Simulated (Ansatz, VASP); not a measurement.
One calculation of AlN, two programs

File INCAR:

```
SYSTEM = AlN
  ALGO = Normal
  EDIFF = 1E-7
  ENCUT = 520
  GGA = PS
  ISIF = 2
  ISMEAR = 0
  LASPH = .TRUE.
  LCHARG = .FALSE.
  LREAL = .FALSE.
  LWAVE = .FALSE.
  NBANDS = 11
  NELM = 60
  PREC = Accurate
  SIGMA = 0.05
```

The input KPOINTS:

```
k-points
0
G
  10 10 10
  0 0 0
```

The input POSCAR:

```
AlN
1.0
    0.1058051491      2.0019547740      2.0019547740
    2.0019547740      0.1058051491      2.0019547740
    2.0019547740      2.0019547740      0.1058051491
Al N
1 1
Direct
    0.5000000000      0.5000000000      0.5000000000
    0.0000000000      0.0000000000      0.0000000000
```

Input for Ansatz:

```yaml
crystal:
  lattice:
    - [0.1058051491, 2.001954774, 2.001954774]
    - [2.001954774, 0.1058051491, 2.001954774]
    - [2.001954774, 2.001954774, 0.1058051491]
  atoms:
    - { symbol: Al, position: [0.5, 0.5, 0.5] }
    - { symbol: "N", position: [0.0, 0.0, 0.0] }
basis:
  ecutwfc: 520.0
kpoints:
  mp_grid: { grid: [10, 10, 10] }
hamiltonian:
  xc: pbesol
  pseudopotentials: { kind: paw, azcp: { folder: soft_1 } }
scf:
  occupations: { method: gaussian, width: 0.05 }
output:
  forces: true
  stress: true
  eigenvalues: true
```

Alike in both runs: task single point; functional PBEsol; k mesh 10 × 10 × 10; occupations gaussian, width 0.05 eV; no spin polarisation.

|  | VASP | Ansatz |
| --- | --- | --- |
| version | VASP 6.6.1 | Ansatz 0.2.0 |
| potentials or method | VASP PAW PBE potentials, release 64 (Al, N) | scalar-relativistic, plane waves, PAW |
| plane-wave cutoff (eV) | 520 | 520 |
| valence electrons in the cell | 8 | 8 |

VASP gave:

- gap on the k mesh at the Fermi level (eV): 3.85
- least direct gap on the mesh (eV): 6.28

Q: Which values does Ansatz return?

A: gap on the k mesh at the Fermi level (eV): 3.85; least direct gap on the mesh (eV): 6.26.

Ansatz warned: «pseudo_functional_mismatch».

 A k mesh can miss the band edges.
